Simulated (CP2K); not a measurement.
Runs of CP2K 2026.2 on SnSe. The structure is cubic, space group Fm-3m (No. 225). Conventional cell: a = 6.020 Å, b = 6.020 Å, c = 6.020 Å, α = 90.00°, β = 90.00°, γ = 90.00°. Sn (site symmetry m-3m) is surrounded by 6 Se at 3.01 Å. Se (site symmetry m-3m) has 6 Sn at 3.01 Å as nearest neighbours. Measurements of this composition are mostly on another form, of space group No. 62.

| task | level | potentials or basis | smearing | EPS_DEFAULT | NGRIDS | points a segment of the path (NPOINTS) | bands added on the path | CUTOFF of the grids | gap on the mesh (eV) | pressure (GPa) |
| --- | --- | --- | --- | --- | --- | --- | --- | --- | --- | --- |
| band structure | TASK | POTENTIAL_UZH Sn GTH-SCAN-q4, Se GTH-SCAN-q6; TZVP-MOLOPT-SCAN-GTH basis | fermi-dirac 0.01 eV | 1.0E-9 | 5 | 8 | 6 | 675 Ry | 0.20 | 0.7 |
| band structure | r2SCAN | POTENTIAL_UZH Sn GTH-SCAN-q4, Se GTH-SCAN-q6; TZVP-MOLOPT-SCAN-GTH basis | fermi-dirac 0.05 eV | 1.0E-9 | 5 | 10 | 4 | 675 Ry | - | (b) |
| band structure | SCAN | POTENTIAL_UZH Sn GTH-SCAN-q4, Se GTH-SCAN-q6; TZVP-MOLOPT-SCAN-GTH basis | fermi-dirac 0.1 eV | 1.0E-10 | 4 | 10 | 4 | 675 Ry | - | -1.8 |
| band structure | TB-mBJ | POTENTIAL_UZH Sn GTH-PBE-q4, Se GTH-PBE-q6; TZVP-MOLOPT-PBE-GTH basis | fermi-dirac 0.0259 eV | 1.0E-9 | 5 | 6 | 4 | 675 Ry | 0.47 | - |
| band structure | LDA | GTH_POTENTIALS Sn GTH-PADE-q4, Se GTH-PADE-q6; TZVP-MOLOPT-PBE-GTH basis | fermi-dirac 0.1 eV | 1.0E-9 | 4 | 10 | 6 | 450 Ry | - | (a) |

Alike in all rows: no spin polarisation; cell as given; k mesh 8 × 8 × 8.

Task: Fill in the values left out.

Result: (a) -3.2; (b) -2.2.

Caveats: spin-orbit coupling is left out, which moves the levels of the heavy elements; the basis of atomic orbitals isn't converged, which shifts pressures, moduli and gaps; the potentials were made for another functional, which shifts forces and pressure (some runs); this is a model potential without an energy functional, so only levels have meaning (some runs); the mesh misses the band edges, which the band path finds closer together (some runs).

A k mesh can miss the band edges, and the runs leave out spin-orbit coupling on Se, Sn.
